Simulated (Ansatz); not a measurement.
The system is Sb.

```
Sb
1.0
    -1.87134    1.87134    1.87134
     1.87134   -1.87134    1.87134
     1.87134    1.87134   -1.87134
Sb
1
Cartesian
  0.0000 0.0000 0.0000
```

This isn't the form of Sb at room conditions, which is rhombohedral.

* Program: Ansatz 0.2.0
* Task: relaxation of cell and atoms
* Functional: BLYP
* Potentials or basis: Ansatz PAW
* Cutoff: 420 eV (not typed: the program's choice for these potentials)
* k mesh: 10 × 10 × 10
* Occupations: fermi-dirac, width 0.05 eV
* Spin: no spin polarisation

At the start: volume 26.21 Å³/atom.

Task: How do energy, volume and symmetry change on relaxing?

Result: It ends after 4 steps and the volume is 30.28 Å³/atom (+15.5 %); space group Im-3m (No. 229, to 0.05 Å).

The path:
| step | energy change (eV) | largest force (eV/Å) | volume (Å³) |
| --- | --- | --- | --- |
| 1 | 0.0000 | 0.0000 | 26.21 |
| 2 | -0.0992 | 0.0000 | 30.24 |
| 3 | -0.0992 | 0.0000 | 30.28 |
| 4 | -0.0999 | 0.0000 | 30.28 |

Final structure:
```
CELL_PARAMETERS angstrom
-1.96358 1.96358 1.96358
1.96358 -1.96358 1.96358
1.96358 1.96358 -1.96358
ATOMIC_POSITIONS crystal
Sb 0.00000 0.00000 0.00000
```

Caveat: the volume moved by over 15 % at a fixed basis, so the end points are rough; the plane-wave basis is chosen anew once the cell has moved, so the energies of steps on either side of that aren't comparable; the PAW data sets come from PBE, with cores solved anew for the run's functional, which leaves a small shift of forces and pressure.
